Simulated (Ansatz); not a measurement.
## Relaxation path: hcp Bi (10-10), 6 layers

DFT, PBE, PAW with Ansatz's default frozen-core files, scalar-relativistic (Ansatz 0.2.0); a Γ-centred 10×6×1 k mesh, Fermi–Dirac smearing of 0.08 eV, no spin polarisation. The run relaxes the atoms in the fixed cell.

Command: `ansatz run input.yaml --threads 2 --pin off --max-ram 4096MiB --backend cpu --events-out ev --progress --plain --runs-dir out` It took 83 s on 2 threads of Intel(R) Xeon(R) Platinum 8488C (Sapphire Rapids), with other jobs on the host, peak memory 0.96 GiB.

```yaml
crystal:
  lattice:
    - [3.5393325182, 0.0, 0.0]
    - [0.0, 5.8434446936, 0.0]
    - [0.0, 0.0, 23.152]
  atoms:
    - { symbol: Bi, position: [0.75, 0.75, 0.3455420472] }
    - { symbol: Bi, position: [0.25, 0.25, 0.3896728912] }
    - { symbol: Bi, position: [0.25, 0.75, 0.477934578] }
    - { symbol: Bi, position: [0.75, 0.25, 0.522065422] }
    - { symbol: Bi, position: [0.75, 0.75, 0.6103271088] }
    - { symbol: Bi, position: [0.25, 0.25, 0.6544579528] }
kpoints:
  mp_grid: { grid: [10, 6, 1] }
scf:
  occupations: { method: fermi_dirac, width: 0.08 }
hamiltonian:
  xc: pbe
  pseudopotentials: { kind: paw }
output:
  forces: true
  stress: true
  eigenvalues: true
  write_density: true
  write_potential: true
  elf: true
  volumetric_format: npy
relax:
  f_tol: 0.01
  max_steps: 40
efield:
  axis: 3
  amplitude: 0
  dipole_correction: true
```

Each step lists its free energy a cell above the last geometry, and Cartesian positions (Å) with forces (eV/Å).

The first step:

```
step 1  dF = 119.82 meV
  Bi 2.6545 4.3826 8.0000   0.0000 0.0000 0.3976
  Bi 0.8848 1.4609 9.0217   0.0000 0.0000 -0.0883
  Bi 0.8848 4.3826 11.0651   0.0000 0.0000 -0.1529
  Bi 2.6545 1.4609 12.0869   0.0000 0.0000 0.1529
  Bi 2.6545 4.3826 14.1303   0.0000 0.0000 0.0883
  Bi 0.8848 1.4609 15.1520   0.0000 0.0000 -0.3976
```

Spin–orbit coupling is left out, which matters for the heavy atoms. The cell is 1×1, so reconstructions are forbidden.

Q: Where does the relaxation end, and by which steps?

A: After 4 geometries, with a shortest distance of 3.307 Å. The further steps:
```
step 2  dF = 20.69 meV
  Bi 2.6545 4.3826 8.1947   0.0000 0.0000 0.1560
  Bi 0.8848 1.4609 9.0286   0.0000 0.0000 -0.0715
  Bi 0.8848 4.3826 11.0948   0.0000 0.0000 -0.0897
  Bi 2.6545 1.4609 12.0572   0.0000 0.0000 0.0897
  Bi 2.6545 4.3826 14.1234   0.0000 0.0000 0.0715
  Bi 0.8848 1.4609 14.9573   0.0000 0.0000 -0.1560
step 3  dF = 0.83 meV
  Bi 2.6545 4.3826 8.3067   0.0000 0.0000 -0.0103
  Bi 0.8848 1.4609 8.9932   0.0000 0.0000 -0.0354
  Bi 0.8848 4.3826 11.0969   0.0000 0.0000 -0.0032
  Bi 2.6545 1.4609 12.0551   0.0000 0.0000 0.0032
  Bi 2.6545 4.3826 14.1588   0.0000 0.0000 0.0354
  Bi 0.8848 1.4609 14.8453   0.0000 0.0000 0.0103
step 4  dF = 0.00 meV
  Bi 2.6545 4.3826 8.3011   0.0000 0.0000 0.0073
  Bi 0.8848 1.4609 8.9671   0.0000 0.0000 0.0045
  Bi 0.8848 4.3826 11.0950   0.0000 0.0000 -0.0058
  Bi 2.6545 1.4609 12.0570   0.0000 0.0000 0.0058
  Bi 2.6545 4.3826 14.1849   0.0000 0.0000 -0.0045
  Bi 0.8848 1.4609 14.8509   0.0000 0.0000 -0.0073
```
